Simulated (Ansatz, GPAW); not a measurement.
Given: the input of a run of GPAW 26.7.0 (ASE script) on W. This isn't the form of W at room conditions, which is bcc.

File run.py:

```python
from ase import Atoms
from ase.dft.bandgap import bandgap
from ase.io import write
from ase.units import GPa
from gpaw import GPAW, PW, setup_paths

setup_paths.insert(0, '.')

atoms = Atoms(['W'],
              cell=[[0.0, 2.03, 2.03],
                    [2.03, 0.0, 2.03],
                    [2.03, 2.03, 0.0]],
              scaled_positions=[[0.0, 0.0, 0.0]],
              pbc=True)

calc = GPAW(mode=PW(600),
            xc='PBEsol',
            kpts={'size': (11, 11, 11), 'gamma': True},
            occupations={'name': 'methfessel-paxton', 'order': 0, 'width': 0.02},
            nbands=16,
            convergence={'density': 1e-05, 'energy': 1e-05},
            maxiter=150,
            txt='gpaw.txt')
atoms.calc = calc
energy = atoms.get_potential_energy()
forces = atoms.get_forces()
stress = atoms.get_stress()
calc.write('gs.gpw')
write('result.traj', atoms)
print(f'Energy: {energy:.6f} eV')
print('Forces (eV/A):')
print(forces.round(4))
print('Stress (GPa):', (stress / GPa).round(3))
print('Fermi level:', round(calc.get_fermi_level(), 4), 'eV')
print(f'Gap: {bandgap(calc)[0]:.4f} eV, direct: {bandgap(calc, direct=True)[0]:.4f} eV')
```

Potentials or basis: PAW data sets generated in the run's folder for this functional, pw.

Run with:

```console
$ gpaw-setup -f PBEsol W
$ OMP_NUM_THREADS=1 python run.py
```

**Question.** What does the same run look like in Ansatz 0.2.0? Potentials or basis there: Ansatz PAW, cutoff 420 eV.

**Answer.** As run (cutoffs and basis follow the program's own potentials, and thresholds, step limits or extra output files can differ):

input.yaml

```yaml
crystal:
  lattice:
    - [0.0, 2.03, 2.03]
    - [2.03, 0.0, 2.03]
    - [2.03, 2.03, 0.0]
  atoms:
    - { symbol: W, position: [0.0, 0.0, 0.0] }
hamiltonian:
  xc: pbesol
  pseudopotentials: { kind: paw }
kpoints:
  mp_grid: { grid: [11, 11, 11] }
scf:
  occupations: { method: gaussian, width: 0.02 }
output:
  forces: true
  stress: true
  eigenvalues: true
  write_density: true
  write_potential: true
  elf: true
  volumetric_format: npy
```

Potentials or basis: Ansatz PAW.

Command:

```bash
$ ansatz run input.yaml --threads 1 --pin off --max-ram 3584MiB --backend cpu --events-out ev --progress --plain --runs-dir out
```

Both were run:

|  | GPAW | Ansatz |
| --- | --- | --- |
| Pressure | -13.2 GPa | -12.8 GPa |

Ansatz's pressure holds a Pulay term of +0.05 GPa for its cutoff of 420 eV, which the other run lacks.

Ansatz's potentials were made for PBE.

Where Ansatz's input types no cutoff or centring, it takes its own default and a Γ-centred mesh.

The cell lies far from this level's equilibrium.

Pressure is positive in compression.
